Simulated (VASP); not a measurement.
## SrO in VASP 6.6.1, single-point calculation

INCAR

```
ISIF = 2
ENCUT = 520
LASPH = .TRUE.
LCHARG = .FALSE.
IBRION = -1
NSW = 0
EDIFF = 1E-7
NBANDS = 32
ISMEAR = -1
ISPIN = 2
MAGMOM = -3 3
NELM = 120
LWAVE = .FALSE.
GGA = PE
PREC = Accurate
LREAL = Auto
SIGMA = 0.02
```

KPOINTS

```
KPOINTS created by Atomic Simulation Environment
0
Gamma
8 8 8
0 0 0
```

POSCAR

```
Sr O
 1.0000000000000000
     0.0285068023000000    2.5826002048999999    2.5826002048999999
     2.5826002048999999    0.0285068023000000    2.5826002048999999
     2.5826002048999999    2.5826002048999999    0.0285068023000000
 Sr  O
   1   1
Cartesian
  0.0000000000000000  0.0000000000000000  0.0000000000000000
  2.5968536060499994  2.5968536060499994  2.5968536060499994
```

The recommended PBE PAW datasets give the neutral cell 16 valence electrons.

Command

```
mpirun -np 1 vasp_std
```

OSZICAR

```
N       E                     dE             d eps       ncg     rms          rms(c)
DAV:   1     0.819922785840E+02    0.81992E+02   -0.71083E+03  8320   0.491E+02
DAV:   2    -0.723761664703E+01   -0.89230E+02   -0.84640E+02 10376   0.151E+02
DAV:   3    -0.977978977355E+01   -0.25422E+01   -0.25202E+01 10952   0.205E+01
DAV:   4    -0.980836997443E+01   -0.28580E-01   -0.28576E-01  9456   0.210E+00
DAV:   5    -0.980860999441E+01   -0.24002E-03   -0.24002E-03 10352   0.177E-01    0.261E+01
DAV:   6    -0.119733447314E+02   -0.21647E+01   -0.14203E+00  9536   0.850E+00    0.211E+01
DAV:   7    -0.120466598265E+02   -0.73315E-01   -0.10997E-01 10352   0.186E+00    0.115E+01
DAV:   8    -0.120319822013E+02    0.14678E-01   -0.37061E-02 12128   0.957E-01    0.567E+00
DAV:   9    -0.120353273407E+02   -0.33451E-02   -0.13092E-02 12264   0.653E-01    0.388E-01
DAV:  10    -0.120367278988E+02   -0.14006E-02   -0.19833E-03  9720   0.200E-01    0.171E-01
DAV:  11    -0.120371253811E+02   -0.39748E-03   -0.18913E-04  9776   0.662E-02    0.955E-02
DAV:  12    -0.120373088211E+02   -0.18344E-03   -0.86291E-05  9600   0.420E-02    0.551E-02
DAV:  13    -0.120373194203E+02   -0.10599E-04   -0.43526E-06 10384   0.106E-02    0.167E-02
DAV:  14    -0.120373240002E+02   -0.45800E-05   -0.25520E-06  9576   0.773E-03    0.825E-03
DAV:  15    -0.120373247008E+02   -0.70061E-06   -0.58351E-07 10032   0.401E-03    0.210E-03
DAV:  16    -0.120373247526E+02   -0.51744E-07   -0.41732E-08  8880   0.108E-03
   1 F= -.12037325E+02 E0= -.12037325E+02  d E =-.528923E-14  mag=     0.0000
```

It converged. Results: pressure 3.7 GPa; magnetic moment of the cell 0.00 μB.

For comparison, a separate PBE run of the intended cell, on usual settings and not on those above, gives a gap of 3.25 eV on its mesh and a pressure of 3.7 GPa.

The run above took about 3.7 min on one core of a shared host (Intel Xeon Platinum 8488C) and held 0.22 GiB at most.
